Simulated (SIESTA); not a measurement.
Runs of SIESTA 5.4.2 on MgB2. It takes space group P6/mmm (No. 191, hexagonal). Conventional cell: a = 3.085 Å, b = 3.085 Å, c = 3.523 Å, α = 90.00°, β = 90.00°, γ = 120.00°. Around Mg (site symmetry 6/mmm) lie 12 B at 2.51 Å. Around B (site symmetry -6m2) lie 3 B at 1.78 Å. 

```tsv
task	level	potentials or basis	cell	k mesh	optimiser	force tolerance	stress tolerance (GPa)	energy shift	gap on the mesh (eV)	pressure (GPa)
band structure	LDA	PseudoDojo 0.4 standard (LDA files), DZP (energy shift 0.003 Ry; two zetas on semicore shells)	as given	10 × 10 × 8	-	-	-	0.003 Ry	none	-2.1
band structure	vdW-DF-cx	PseudoDojo 0.4 standard (PBE files), DZP (energy shift 0.003 Ry; two zetas on semicore shells)	as given	10 × 10 × 8	-	-	-	0.003 Ry	none	3.6
band structure	AM05	PseudoDojo 0.4 standard (PBEsol files), DZP (energy shift 0.002 Ry)	as given	10 × 10 × 8	-	-	-	0.002 Ry	none	2.5
relaxation of cell and atoms	PBEsol	PseudoDojo 0.4 standard (PBEsol files), DZP (energy shift 0.003 Ry; two zetas on semicore shells)	relaxed	8 × 8 × 6	Broyden	0.01 eV/Å	0.05	0.003 Ry	none	0.0
single point	PBEsol	PseudoDojo 0.4 standard (PBEsol files), DZP (energy shift 0.003 Ry; two zetas on semicore shells)	as given	10 × 10 × 8	-	-	-	0.003 Ry	none	2.4
band structure	AM05	PseudoDojo 0.4 standard (PBEsol files), DZP (energy shift 0.003 Ry; two zetas on semicore shells)	as given	10 × 10 × 8	-	-	-	0.003 Ry	none	(a)
band structure	LDA	PseudoDojo 0.4 standard (LDA files), DZP (energy shift 0.002 Ry)	as given	10 × 10 × 8	-	-	-	0.002 Ry	none	(b)
```

Alike in all rows: no spin polarisation; smearing fermi-dirac 0.05 eV; grid cutoff 800 Ry.

**Question.** Fill in the values left out.

**Answer.** (a) 2.2; (b) -1.8.

Caveats: the basis of atomic orbitals isn't converged, which shifts pressures, moduli and gaps; the potentials were made for another functional, which shifts forces and pressure (some runs); semicore shells carry a single zeta, which can move pressures by several GPa and volumes by a few percent (some runs).

A k mesh can miss the band edges.

A gap of «none» marks a metal or a gap under the smearing width.

Not every run made on this cell is shown here.
